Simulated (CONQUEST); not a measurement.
**TePb under changes of volume**

One of the cells (33.730 Å³/atom); the others are scaled copies at fixed shape and fractional positions:

```xyz
4
Lattice="4.5693 0.0000 0.0000 0.0000 4.5693 0.0000 0.0000 0.0000 6.4620" Properties=species:S:1:pos:R:3 pbc="T T T"
Pb    0.0000    0.0000    0.0000
Pb    2.2847    2.2847    3.2310
Te    0.0000    0.0000    3.2310
Te    2.2847    2.2847    0.0000
```

```yaml
Program: CONQUEST 1.3
Functional: PBE
Potentials_or_basis: PseudoDojo NC PBE, SZP, grid of 48 × 48 × 64 points
k_mesh: 6 × 6 × 4
Occupations: fermi-dirac, width 0.05 eV
Spin: no spin polarisation
```

| volume (Å³/atom) | energy over the lowest point (meV/atom) | pressure (GPa) | gap on the mesh (eV) |
| --- | --- | --- | --- |
| 31.706 | ? | ? | ? |
| 32.380 | 53.31 | 5.1 | 0.84 |
| 33.055 | 34.24 | 4.0 | 0.88 |
| 33.730 | 19.49 | 3.0 | 0.91 |
| 34.404 | 9.00 | 2.0 | 0.94 |
| 35.079 | 2.72 | 1.0 | 0.97 |
| 35.753 | 0.00 | 0.3 | 0.99 |

**Question.** What does the run at 31.706 Å³/atom give?

**Answer.** Energy over the lowest point 78.19 meV/atom; pressure 6.6 GPa; gap on the mesh 0.80 eV.

Worked out: A Birch-Murnaghan fit of order 3 (a polynomial in V^(-2/3)) to the other rows has its minimum at 35.90 Å³/atom, just outside them, with B0 = V·E''(V) = 45 GPa (rough, since the energies scatter). It gives 77.08 meV/atom at 31.706 Å³/atom, against the run's 78.19, and -dE/dV = 6.2 GPa, against 6.6. A straight line through the other rows of the gap, of slope 1.52 eV per unit of ln V, extrapolates to 0.81 eV, against the run's 0.80.

Energies are extrapolated to zero smearing.

Caveats: the atomic basis is small; spin-orbit coupling is left out, which as a rule narrows the gap of such compounds by several tenths of an eV; the basis of atomic orbitals isn't converged, which shifts pressures, moduli and gaps; the real-space grid breaks the cell's symmetry a little (some runs).

A mesh can miss the band edges.
